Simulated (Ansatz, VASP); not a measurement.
One calculation of LiH, two programs

```
CELL_PARAMETERS angstrom
-0.00715 2.13797 2.13797
2.13797 -0.00715 2.13797
2.13797 2.13797 -0.00715
ATOMIC_POSITIONS crystal
Li 0.99979 0.99979 0.99979
H 0.25021 0.25021 0.25021
```

Change from the starting cell: shear_111 strain -0.5%.

Alike in both runs: task single point; functional PBE; k mesh 10 × 10 × 10; occupations fermi-dirac, width 0.02 eV; no spin polarisation.

|  | VASP | Ansatz |
| --- | --- | --- |
| version | VASP 6.6.1 | Ansatz 0.2.0 |
| potentials or method | VASP PAW PBE potentials, release 64 (Li_sv, H) | plane waves, PAW |
| plane-wave cutoff (eV) | 520 | 420 |
| valence electrons in the cell | 4 | 4 |

```tsv
	VASP	Ansatz	Ansatz less VASP
gap on the k mesh at the Fermi level (eV)	4.24	4.23	-0.006
```

 A k mesh can miss the band edges.
